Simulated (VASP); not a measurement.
These are PBE GGA, VASP's PBE PAW potentials (set 64) (plane waves; VASP) values and carry that method's errors.

VASP ran on this input.

### INCAR
```
ALGO=Normal
EDIFF=1E-6
ENCUT=400
GGA=PE
ISIF=2
ISMEAR=0
KGAMMA=.True.
KSPACING=0.8
LASPH=.True.
LCHARG=.False.
LMAXMIX=4
LREAL=.False.
LWAVE=.False.
NELM=100
PREC=Accurate
SIGMA=0.05
SYSTEM=CsBr
```

### POSCAR
```
CsBr
4.37580
  1.0000000000   0.0000000000   0.0000000000
  0.0000000000   1.0000000000   0.0000000000
  0.0000000000   0.0000000000   1.0000000000
Cs Br
1 1
direct
  0.0000000000   0.0000000000   0.0000000000
  0.5000000000   0.5000000000   0.5000000000
```

POTCAR, in this order: Cs_sv Br (PBE.64 set). Program: vasp_std.

The resulting files:

**OSZICAR**
```
       N       E                     dE             d eps       ncg     rms          rms(c)
DAV:   1     0.888683062076E+02    0.88868E+02   -0.55834E+03    96   0.905E+02
DAV:   2     0.489011935478E+00   -0.88379E+02   -0.83139E+02   136   0.179E+02
DAV:   3    -0.614231496689E+01   -0.66313E+01   -0.66208E+01   108   0.529E+01
DAV:   4    -0.619955516524E+01   -0.57240E-01   -0.57213E-01   120   0.601E+00
DAV:   5    -0.620009635553E+01   -0.54119E-03   -0.54117E-03   112   0.559E-01    0.188E+00
DAV:   6    -0.592997860011E+01    0.27012E+00   -0.39797E-01   104   0.312E+00    0.117E+00
DAV:   7    -0.588281360167E+01    0.47165E-01   -0.22921E-01   116   0.238E+00    0.659E-01
DAV:   8    -0.588661585400E+01   -0.38023E-02   -0.15209E-02   104   0.860E-01    0.115E-01
DAV:   9    -0.588692110946E+01   -0.30526E-03   -0.25534E-03   104   0.284E-01    0.865E-02
DAV:  10    -0.588708306125E+01   -0.16195E-03   -0.22186E-04   100   0.124E-01    0.974E-03
DAV:  11    -0.588708797357E+01   -0.49123E-05   -0.17298E-05   112   0.266E-02    0.510E-03
DAV:  12    -0.588708834722E+01   -0.37365E-06   -0.35708E-06   100   0.126E-02
   1 F= -.58870883E+01 E0= -.58870883E+01  d E =-.818697E-12
```

OUTCAR:
```
------------------------ aborting loop because EDIFF is reached ----------------------------------------
  FORCE on cell =-STRESS in cart. coord.  units (eV):
  Direction    XX          YY          ZZ          XY          YZ          ZX
  --------------------------------------------------------------------------------------
  Total        0.4329784      0.4329784      0.4329784      0.0000000      0.0000000      0.0000000
  in kB        8.2795057      8.2795057      8.2795057      0.0000000      0.0000000      0.0000000
  external PRESSURE =       8.2795057 kB  Pullay stress =       0.0000000 kB
  volume of cell :       83.79
      direct lattice vectors                 reciprocal lattice vectors
     4.375800000  0.000000000  0.000000000     0.228529640  0.000000000  0.000000000
     0.000000000  4.375800000  0.000000000     0.000000000  0.228529640  0.000000000
     0.000000000  0.000000000  4.375800000     0.000000000  0.000000000  0.228529640
 POSITION                                       TOTAL-FORCE (eV/Angst)
 -----------------------------------------------------------------------------------
      0.00000      0.00000      0.00000         0.000000      0.000000      0.000000
      2.18790      2.18790      2.18790         0.000000      0.000000      0.000000
 -----------------------------------------------------------------------------------
    total drift:                                0.000000      0.000000     -0.000000
  FREE ENERGIE OF THE ION-ELECTRON SYSTEM (eV)
  ---------------------------------------------------
  free  energy   TOTEN  =        -5.8870883472 eV

  energy  without entropy=       -5.8870883472  energy(sigma->0) =       -5.88708835
```
(Selected blocks of OUTCAR.)

The compound is CsBr in the CsCl type structure. The cell was not relaxed at this level. The run is one of a series of settings (KGAMMA = .TRUE., KSPACING = 0.8, KPOINTS file removed against the base run), some of them coarse on purpose.
